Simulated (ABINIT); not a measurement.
Crystal: MoP.

```xyz
2
Lattice="3.2230 0.0000 0.0000 -1.6115 2.7912 0.0000 0.0000 0.0000 3.1910" Properties=species:S:1:pos:R:3 pbc="T T T"
Mo    0.0000    0.0000    0.0000
P     0.0000    1.8608    1.5955
```

Base run:

* Program: ABINIT 10.8.3 (patched build)
* Functional: PW91
* Potentials or basis: JTH PAW PBE v2.0
* Cutoff: 544 eV
* k mesh: 10 × 10 × 8
* Occupations: fermi-dirac, width 0.05 eV
* Spin: no spin polarisation

Its results: band gap on the k mesh none (metal or under the smearing width); pressure 3.6 GPa.

After a change of settings the same cell gave: band gap on the k mesh none (metal or under the smearing width); pressure 3.1 GPa. Which change was it?
A. functional from PW91 to revPBE
B. functional from PW91 to RPBE
C. functional from PW91 to PBE; k mesh from 10 × 10 × 8 to 6 × 6 × 5
D. functional from PW91 to LDA; potentials or basis from JTH PAW PBE v2.0 to JTH PAW LDA v2.0

C.

Caveats: some runs use coarse meshes; the PAW data sets were made with another functional, which shifts forces and pressure a little (some runs).
